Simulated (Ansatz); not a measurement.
## SnO (P4/nmm), a vibration from a frozen displacement

Level of theory: DFT PBEsol+D3(BJ), scalar-relativistic, plane waves, PAW in Ansatz 0.2.0. Settings: plane waves to 420 eV, k-mesh 12×12×10 (Γ-centred), Gaussian smearing 0.15 eV. No spin polarisation. Energies are free energies at this smearing, counted from the undisturbed cell; pressure is positive in compression.

Zero of the scan (relaxed at this level):

```yaml
crystal:
  lattice:
    - [3.77039, 0.00000, 0.00000]
    - [0.00000, 3.77039, 0.00000]
    - [0.00000, 0.00000, 4.56337]
  atoms:
    - { symbol: Sn, position: [0.00000, 0.50000, 0.25326] }
    - { symbol: Sn, position: [0.50000, 0.00000, 0.74674] }
    - { symbol: O, position: [0.00000, 0.00000, 0.00000] }
    - { symbol: O, position: [0.50000, 0.50000, 0.00000] }
```

Atom 3 (O) is moved by x along the Cartesian unit vector (0.707, 0.707, 0.000); the cell and all other atoms stay fixed. The cell's volume is 64.87 Å³; the moved atoms weigh 15.999 u together and the others 253.419 u. Some rows repeat others by symmetry and weren't run.

| x (Å) | ΔE (meV/cell) | total force on the moved atoms along the move (eV/Å) | pressure (GPa) |
| --- | --- | --- | --- |
| -0.3000 | 409.34 | 2.8450 | 3.1348 |
| -0.2500 | 280.52 | 2.3132 | 2.1633 |
| -0.2000 | 177.52 | 1.8113 | 1.3701 |
| -0.1500 | 98.96 | 1.3350 | 0.7546 |
| -0.1000 | 43.69 | 0.8785 | 0.3156 |
| -0.0500 | 10.88 | 0.4357 | 0.0525 |
| 0.0000 | 0.00 | 0.0000 | -0.0350 |
| 0.0500 | 10.88 | -0.4357 | 0.0525 |
| 0.1000 | 43.69 | -0.8785 | 0.3156 |
| 0.1500 | 98.96 | -1.3350 | 0.7546 |
| 0.2000 | 177.52 | -1.8113 | 1.3701 |
| 0.2500 | 280.52 | -2.3132 | 2.1633 |
| 0.3000 | 409.34 | -2.8450 | 3.1348 |

What frequency belongs to this motion?

The force constant is k = −dF/dx = 8.714 eV/Å², from the parabola through x = -0.0500, 0 and 0.0500. In every cell the moved atoms swing against the rest, so the mass is μ = m₁m₂/(m₁ + m₂) = 15.049 u, and ν̃ = 521.5 cm⁻¹ × √(|k|/μ) = 397 cm⁻¹. The pattern needn't be a normal mode: ν̃² is then a weighted mean of the squared nonzero frequencies at the zone centre of this cell, so it lies between the lowest and the highest of them.

How far does the harmonic law reach?

At x = -0.300 Å, kx²/2 = 392.15 meV against the computed 409.34 meV (+4.4 %): the well is still close to harmonic there.

The pressure changes with x². What does that say about the frequency under compression?

With E = k(V)x²/2, k ∝ V^(−2γ) and x scaling with the cell as V^(1/3), P − P0 = −∂E/∂V = (2γ − 2/3) ΔE/V. At x = 0.1000 Å, V(P − P0) = 64.87 × 0.35067 / 160.2 eV = 141.99 meV and ΔE = 43.69 meV, so γ = 1/3 + V(P − P0)/(2ΔE) = 1.96. This is the Grüneisen parameter of the motion under uniform scaling of the cell: shrinking the cell evenly by 1 % in volume raises the frequency by about 1.96 %.

No gap shows at this level, though a semilocal functional can close a small gap that the real compound has; without a gap these slopes depend on the k mesh and the smearing.

Cost: 7 runs of about 2.9 core-minutes in all, on Intel Xeon 6975P-C (Granite Rapids) (shared hosts).